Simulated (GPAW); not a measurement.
# MnS (F-43m) in GPAW: further runs

The runs below take MnS through band structure, with vdW-DF-cx, LDA.

All numbers are computed with GPAW 26.7.0; they aren't measurements. Logs are shortened: lines on timing, memory, paths and dates and some standing lists are left out, and cuts for length are marked. The log counts tension as positive stress, the text compression.

### Step 1. The crystal as given

The structure is cubic, space group F-43m (No. 216). The conventional cell has a = 4.947 Å, b = 4.947 Å, c = 4.947 Å, α = 90.00°, β = 90.00°, γ = 90.00°. Mn (site symmetry -43m) has 4 S at 2.14 Å as nearest neighbours. Around S (site symmetry -43m) lie 4 Mn at 2.14 Å.

The cell is a database's computed one.

### Step 2. Band structure, vdW-DF-cx, collinear spin, ferromagnetic start

run.py reads:

```python
from ase.dft.bandgap import bandgap
from ase.io import read, write
from gpaw import GPAW, PW

atoms = read('MnS.xyz')
atoms.set_initial_magnetic_moments([4.0, 0.0])

calc = GPAW(mode=PW(600),
            xc={'name': 'vdW-DF-cx', 'backend': 'libvdwxc'},
            kpts={'size': (8, 8, 8), 'gamma': True},
            occupations={'name': 'fermi-dirac', 'width': 0.05},
            nbands=21,
            convergence={'density': 1e-05, 'energy': 1e-05},
            maxiter=150,
            txt='gpaw.txt')
atoms.calc = calc
energy = atoms.get_potential_energy()
forces = atoms.get_forces()
calc.write('gs.gpw')
write('result.traj', atoms)
print(f'Energy: {energy:.6f} eV')
print('Forces (eV/A):')
print(forces.round(4))
print('Moments:', calc.get_magnetic_moments().round(3))
print('Fermi level:', round(calc.get_fermi_level(), 4), 'eV')
print(f'Gap: {bandgap(calc)[0]:.4f} eV, direct: {bandgap(calc, direct=True)[0]:.4f} eV')

path = atoms.cell.bandpath('GXWKGLUWLK,UX', npoints=80, eps=1e-4)
bs_calc = calc.fixed_density(kpts=path, symmetry='off', nbands=32,
                             convergence={'bands': 'CBM+6.0', 'eigenstates': 1e-6}, txt='bands.txt')
bs = bs_calc.band_structure()
bs.write('bs.json')
print(f'Gap on the path: {bandgap(bs_calc)[0]:.4f} eV')
```

MnS.xyz reads:

```xyz
2
Lattice="0.0000000000 2.4734634191 2.4734634191 2.4734634191 0.0000000000 2.4734634191 2.4734634191 2.4734634191 0.0000000000" Properties=species:S:1:pos:R:3 pbc="T T T"
Mn     0.0000000000      0.0000000000      0.0000000000
S      3.7101951286      3.7101951286      3.7101951286
```

Potentials or basis: GPAW PAW data sets (gpaw-data 1.2.1), pw.

Started as:

```
> OMP_NUM_THREADS=1 python run.py
```

gpaw.txt:

```text
__  _  _
 | _ |_)|_||  |
 |__||  | ||/\| - 26.7.0

Input parameters:
  mode=PW(ecut=600.0),
  convergence={'density': 1e-05, 'energy': 1e-05},
  kpts=MonkhorstPack(size=(8, 8, 8), gamma=True),
  maxiter=150,
  nbands=21,
  occupations=Occupations(name='fermi-dirac', width=0.05),
  xc=XC(name='vdW-DF-cx', backend='libvdwxc')

Diagonalizing LCAO Hamiltonian
Converting LCAO to pw mode

                   S

       Mn

Atoms  # Å, Bohr magnetons
|   | symbol |        x |        y |        z |    initial magnetic moments |
|---|--------|----------|----------|----------|-----------------------------|
| 0 |     Mn | 0.000000 | 0.000000 | 0.000000 | ( 0.0000,  0.0000,  4.0000) |
| 1 |      S | 3.710195 | 3.710195 | 3.710195 | ( 0.0000,  0.0000,  0.0000) |

Unit cell  # Å
| periodic |        x |        y |        z |  lengths |    angles |
|----------|----------|----------|----------|----------|-----------|
|      yes | 0.000000 | 2.473463 | 2.473463 | 3.498006 | 60.000000 |
|      yes | 2.473463 | 0.000000 | 2.473463 | 3.498006 | 60.000000 |
|      yes | 2.473463 | 2.473463 | 0.000000 | 3.498006 | 60.000000 |

Number of symmetries: 24
Symmetry operations  # r_c * U_cc + t_c -> r_c
|    | kind |            matrix            |
|----|------|------------------------------|
|  0 |  E   |  1, 0, 0,  0, 1, 0,  0, 0, 1 |
|  1 |  σ   |  1, 0, 0,  0, 0, 1,  0, 1, 0 |
|  2 |  σ   |  1, 0,-1,  0, 1,-1,  0, 0,-1 |
|  3 |  C3  |  1, 0,-1,  0, 0,-1,  0, 1,-1 |
|  4 |  C3  |  1,-1, 0,  0,-1, 1,  0,-1, 0 |
|  5 |  σ   |  1,-1, 0,  0,-1, 0,  0,-1, 1 |
|  6 |  σ   |  0, 1, 0,  1, 0, 0,  0, 0, 1 |
|  7 |  C3  |  0, 1, 0,  0, 0, 1,  1, 0, 0 |
|  8 |  C2  |  0, 1,-1,  1, 0,-1,  0, 0,-1 |
|  9 |  S4  |  0, 1,-1,  0, 0,-1,  1, 0,-1 |
| 10 |  C3  |  0, 0, 1,  1, 0, 0,  0, 1, 0 |
| 11 |  σ   |  0, 0, 1,  0, 1, 0,  1, 0, 0 |
| 12 |  S4  |  0, 0,-1,  1, 0,-1,  0, 1,-1 |
| 13 |  C3  |  0, 0,-1,  0, 1,-1,  1, 0,-1 |
| 14 |  S4  |  0,-1, 1,  1,-1, 0,  0,-1, 0 |
| 15 |  C2  |  0,-1, 1,  0,-1, 0,  1,-1, 0 |
| 16 |  C3  |  0,-1, 0,  1,-1, 0,  0,-1, 1 |
| 17 |  S4  |  0,-1, 0,  0,-1, 1,  1,-1, 0 |
| 18 |  S4  | -1, 1, 0, -1, 0, 1, -1, 0, 0 |
| 19 |  C3  | -1, 1, 0, -1, 0, 0, -1, 0, 1 |
| 20 |  C3  | -1, 0, 1, -1, 1, 0, -1, 0, 0 |
| 21 |  S4  | -1, 0, 1, -1, 0, 0, -1, 1, 0 |
| 22 |  σ   | -1, 0, 0, -1, 1, 0, -1, 0, 1 |
| 23 |  C2  | -1, 0, 0, -1, 0, 1, -1, 1, 0 |

BZ-sampling:
  Number of BZ points: 512
  Number of IBZ points: 29

  Monkhorst-Pack size: [8, 8, 8]
  Monkhorst-Pack shift: [0.0625, 0.0625, 0.0625]

K-points  # in reciprocal-cell coordinates
|     |                                coordinates |     weight |
|-----|--------------------------------------------|------------|
|   0 | (  0.00000000,   0.00000000,   0.00000000) | 0.00195312 |
|   1 | (  0.12500000,   0.12500000,   0.00000000) | 0.01171875 |
|   2 | (  0.12500000,   0.12500000,   0.12500000) | 0.01562500 |
|   3 | (  0.25000000,   0.12500000,   0.12500000) | 0.02343750 |
|   4 | (  0.25000000,   0.25000000,   0.00000000) | 0.01171875 |
|   5 | (  0.25000000,   0.25000000,   0.12500000) | 0.04687500 |
|   6 | (  0.25000000,   0.25000000,   0.25000000) | 0.01562500 |
|   7 | (  0.37500000,   0.25000000,  -0.37500000) | 0.04687500 |
|   8 | (  0.37500000,   0.25000000,   0.12500000) | 0.04687500 |
|   9 | (  0.37500000,   0.25000000,   0.25000000) | 0.04687500 |
| ... |                                            |            |
|  28 | (  0.50000000,   0.50000000,   0.50000000) | 0.00781250 |

Plane wave coefficients: 1036
Cutoff: 600.0 eV

Spin-components: 2 (collinear spins)
Bands:           21
Projectors:      11
Spin-degeneracy: 1
Datatype:        complex128

Parallelization:
  kpt:    1
  domain: 1
  band:   1

Density:
  Valence electrons: 21.0
  Components: 2
  Grid points: [20 20 20]
  Charge: 0.0  # |e|

Potential:
  Grid points: [20 20 20]

species:
  Mn:
    name:    Manganese
    Z:       25.0
    valence: 15
    core:    10
    charge:  0.0  # [|e|]
    compensation charges:
      type: gauss
      rc: 0.38  # [Å]
      lmax: 2
    cutoffs:
      filter: 2.14  # [Å]
      core: 0.86  # [Å]
    projectors
    | kind |    occ | energy [eV] | rcut [Å] |
    |------|--------|-------------|----------|
    |   3s |  2.000 |     -85.859 |    1.275 |
    |   4s |  2.000 |      -5.106 |    1.275 |
    |   3p |  6.000 |     -54.597 |    1.281 |
    |   4p |  0.000 |      -1.371 |    1.281 |
    |   3d |  5.000 |      -6.771 |    1.138 |
    |    d |        |      20.441 |    1.138 |

    Using partial waves for Mn as LCAO basis

  S:
    name:    Sulfur
    Z:       16.0
    valence: 6
    core:    10
    charge:  0.0  # [|e|]
    compensation charges:
      type: gauss
      rc: 0.24  # [Å]
      lmax: 2
    cutoffs:
      filter: 1.77  # [Å]
      core: 1.66  # [Å]
    projectors
    | kind |    occ | energy [eV] | rcut [Å] |
    |------|--------|-------------|----------|
    |   3s |  2.000 |     -17.254 |    0.974 |
    |   3p |  4.000 |      -7.008 |    0.979 |
    |    s |        |       9.957 |    0.974 |
    |    p |        |      20.203 |    0.979 |
    |    d |        |       0.000 |    0.900 |

    Using partial waves for S as LCAO basis

Reference energy: -42371.707970  # eV

eigensolver:
  PPCG
  Converge bands: occupied
  niter=2

density mixing:
  MSR1-Mixer
  Pratt-step length: 0.05
  Maximum mixing coefficient: 0.75
  Old densities: 10
  SVD Regularization: 0.005
  Good broyden scale: 1.0
  Trust region scale: 1.0
  Backstep threshold: 4.0
  History deletion threshold: 6.0
  Fourier metric: weight=20.0, sigma=0.015

occupation numbers:
  Fermi-Dirac:
    width: 0.0500  # eV

poisson solver:
  ecut: 4800.0  # eV

xc functional:
  name: vdW-DF-cx with libvdwxc
  Mode: serial
  Semilocal: GGA_X_LV_RPW86+LDA_C_PW with 2 nearest neighbor stencil
  Local blocksize: 40 x 40 x 40
  PAW datasets: PBE

convergence criteria:
- Maximum integral of absolute [dens]ity change: 1e-05 electrons / valence electron
- Maximum [total energy] change in last 3 cyles: 1e-05 eV / valence electron
- Maximum integral of absolute [eigenst]ate change: 4e-08 eV^2 / valence electron
maximum number of iterations: 150

SCF iterations
|iter     | |      energy | eigst |  dens |  magmom |
|---------|-|-------------|-------|-------|---------|
|iter:   1| |   12.394106 | +0.28 |       |  +4.0039|
|iter:   2| |   12.414242 | -1.80 | -1.04 |  +3.9624|
|iter:   3| |   12.252323 | -1.99 | -1.07 |  +3.3833|
|iter:   4| |   12.247856 | -2.40 | -1.22 |  +2.8746|
|iter:   5| |   12.174504 | -3.39 | -1.61 |  +2.4591|
|iter:   6| |   12.084829 | -2.80 | -1.56 |  +1.7240|
|iter:   7| |   11.940123 | -2.88 | -1.63 |  +0.5913|
|iter:   8| |   12.201200 | -1.75 | -1.59 |  -2.7224|
|iter:   9| |   11.905103 | -1.99 | -1.22 |  -0.4799|
|iter:  10| |   11.897845 | -3.23 | -1.78 |  +0.0439|
|iter:  11| |   11.897021 | -3.91 | -2.05 |  +0.3654|
|iter:  12| |   11.903207 | -3.42 | -2.12 |  -0.0647|
|iter:  13| |   11.898385 | -4.08 | -2.39 |  +0.1778|
|iter:  14| |   11.897455 | -4.53 | -2.56 |  +0.3244|
|iter:  15| |   11.899029 | -4.21 | -2.45 |  +0.1547|
|iter:  16| |   11.897375 | -4.80 | -2.81 |  +0.2639|
|iter:  17| |   11.897597 | -5.97 | -3.41 |  +0.2362|
|iter:  18| |   11.897460 | -6.75 | -3.56 |  +0.2466|
|iter:  19| |   11.897423c| -7.34 | -3.97 |  +0.2487|
|iter:  20| |   11.897358c| -7.22 | -4.11 |  +0.2544|
|iter:  21| |   11.897377c| -8.17c| -4.65 |  +0.2526|
|iter:  22| |   11.897369c| -7.72c| -5.03c|  +0.2534|

Converged in 22 steps
Energy contributions relative to reference atoms: (reference = -42371.707970)

Energy contributions:
  Kinetic:           8.235245
  Coulomb:          -6.702030
  Zero:              0.192493
  External:          0.000000
  Xc:               10.180599
  Entropy:          -0.017878
  Spinorbit:         0.000000
  ----------------------------
  Free energy:      11.888430
  Extrapolated:     11.897369

dipole moment: (-7.687125, -7.687125, -7.687125)  # |e|*Ang

Total magnetic moment: (0.000000, 0.000000, 0.253353)

Local magnetic moments
|        x |        y |         z |
|----------|----------|-----------|
| 0.000000 | 0.000000 |  0.237566 |  # Mn   0
| 0.000000 | 0.000000 | -0.003698 |  # S    1

Fermi level: 7.791
Eigenvalues  # (at kpt = [0.000, 0.000, 0.000])
| band index |      eig [eV] | occ [0-1] |      eig [eV] | occ [0-1] |
|------------|---------------|-----------|---------------|-----------|
|          0 |       -70.904 |     1.000 |       -70.664 |     1.000 |
|        ... |               |           |               |           |
|          2 |       -39.904 |     1.000 |       -39.669 |     1.000 |
|          3 |       -39.904 |     1.000 |       -39.669 |     1.000 |
|          4 |        -7.431 |     1.000 |        -7.418 |     1.000 |
|          5 |         3.087 |     1.000 |         3.150 |     1.000 |
|          6 |         3.087 |     1.000 |         3.150 |     1.000 |
|          7 |         3.087 |     1.000 |         3.150 |     1.000 |
|          8 |         6.878 |     1.000 |         7.143 |     1.000 |
|          9 |         6.878 |     1.000 |         7.143 |     1.000 |
|         10 |        11.507 |     0.000 |        11.572 |     0.000 |
|         11 |        11.507 |     0.000 |        11.607 |     0.000 |
|         12 |        11.507 |     0.000 |        11.607 |     0.000 |
|         13 |        11.540 |     0.000 |        11.607 |     0.000 |
|         14 |        15.601 |     0.000 |        15.658 |     0.000 |
|         15 |        15.601 |     0.000 |        15.658 |     0.000 |
|         16 |        15.601 |     0.000 |        15.658 |     0.000 |
|         17 |        21.008 |     0.000 |        21.081 |     0.000 |
|        ... |               |           |               |           |
|         20 |        23.986 |     0.000 |        24.030 |     0.000 |

No gap
No difference between direct/indirect transitions

Forces  # eV/Ang
|       x |        y |       z |
|---------|----------|---------|
| 0.00000 | -0.00000 | 0.00000 |  # Mn   0
| 0.00000 | -0.00000 | 0.00000 |  # S    1

# Writing to gs.gpw (mode='')
```

Run time: 38 s. Hardware: 1 thread of AMD EPYC 9R14 (Zen 4), shared host; peak memory 0.3 GiB.

Results:

```
Free energy             : 11.8884 eV
Band gap along the path : none (metal or under the smearing width)
Net moment              : 0.25 μB per cell
Site moments            : Mn +0.24; S -0.00 μB
```

Levels at the corners of the path, in eV from the Fermi level:
Spin up:
| point | band 9 | band 10 | band 11 | band 12 | band 13 | band 14 |
| --- | --- | --- | --- | --- | --- | --- |
| Γ | -0.91 | -0.91 | 3.72 | 3.72 | 3.72 | 3.75 |
| X | -1.78 | -0.28 | -0.25 | 0.21 | 0.21 | 5.55 |
| W | -1.87 | -1.03 | -0.24 | 0.46 | 1.26 | 7.08 |
| K | -1.76 | -0.67 | -0.40 | 0.71 | 0.99 | 6.03 |
| Γ | -0.91 | -0.91 | 3.72 | 3.72 | 3.72 | 3.75 |
| L | -0.64 | -0.64 | -0.37 | 1.91 | 1.91 | 5.45 |
| U | -1.76 | -0.67 | -0.40 | 0.71 | 0.99 | 6.03 |
| W | -1.87 | -1.03 | -0.24 | 0.46 | 1.26 | 7.08 |
| L | -0.64 | -0.64 | -0.37 | 1.91 | 1.91 | 5.45 |
| K | -1.76 | -0.67 | -0.40 | 0.71 | 0.99 | 6.03 |
| U | -1.76 | -0.67 | -0.40 | 0.71 | 0.99 | 6.03 |
| X | -1.78 | -0.28 | -0.25 | 0.21 | 0.21 | 5.55 |
Spin down:
| point | band 8 | band 9 | band 10 | band 11 | band 12 | band 13 |
| --- | --- | --- | --- | --- | --- | --- |
| Γ | -4.64 | -0.65 | -0.65 | 3.78 | 3.82 | 3.82 |
| X | -4.02 | -1.68 | -0.06 | 0.04 | 0.35 | 0.35 |
| W | -4.17 | -1.75 | -0.86 | 0.03 | 0.61 | 1.48 |
| K | -4.09 | -1.63 | -0.45 | -0.22 | 0.91 | 1.17 |
| Γ | -4.64 | -0.65 | -0.65 | 3.78 | 3.82 | 3.82 |
| L | -4.36 | -0.39 | -0.39 | -0.22 | 2.02 | 2.02 |
| U | -4.09 | -1.63 | -0.45 | -0.22 | 0.91 | 1.17 |
| W | -4.17 | -1.75 | -0.86 | 0.03 | 0.61 | 1.48 |
| L | -4.36 | -0.39 | -0.39 | -0.22 | 2.02 | 2.02 |
| K | -4.09 | -1.63 | -0.45 | -0.22 | 0.91 | 1.17 |
| U | -4.09 | -1.63 | -0.45 | -0.22 | 0.91 | 1.17 |
| X | -4.02 | -1.68 | -0.06 | 0.04 | 0.35 | 0.35 |

Caveat: the PAW data sets were made with another functional, which shifts forces and pressure a little; the moment fell far below its start of 4 μB, so a state of higher moment may lie lower in energy; semilocal functionals often make such compounds metallic where correlation or magnetic order opens a gap, which also shifts bond lengths.

[end of part 1 of 2]
